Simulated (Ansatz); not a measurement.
NaH in the rocksalt structure (r2SCAN geometry), in Ansatz:

Space group Fm-3m (No. 225). a = 4.795 Å, b = 4.795 Å, c = 4.795 Å, α = 90.00°, β = 90.00°, γ = 90.00°
```json
{"atom": "Na", "site": "4a", "symmetry": "m-3m", "x": "0.0000", "y": "0.0000", "z": "0.0000"}
{"atom": "H", "site": "4b", "symmetry": "m-3m", "x": "0.5000", "y": "0.0000", "z": "0.0000"}
```

G0W0@PBE with 151 empty bands, a screening cutoff of 180 eV and a 6×6×6 mesh (PAW, contour deformation) gives 6.075 eV over the mesh points, from a PBE gap of 3.849 eV; it sums over 156 bands with 169 plane waves in the screening and a wave cutoff of 420 eV. No extrapolation in bands, cutoff or mesh was made for G0W0. Spin-unpolarised throughout; all numbers are computed.

Question: Estimate the gap with mesh 8×8×8, empty bands 44, screening cutoff 80 eV.

Answer: 5.879 eV (-0.196 eV), from a Kohn-Sham gap of 3.802 eV.

Question: Estimate the gap with starting point PBE0.

Answer: 7.058 eV (+0.983 eV), from a Kohn-Sham gap of 5.623 eV.

Question: Estimate the gap with empty bands 293, screening cutoff 260 eV.

Answer: 6.115 eV (+0.040 eV), from a Kohn-Sham gap of 3.849 eV.
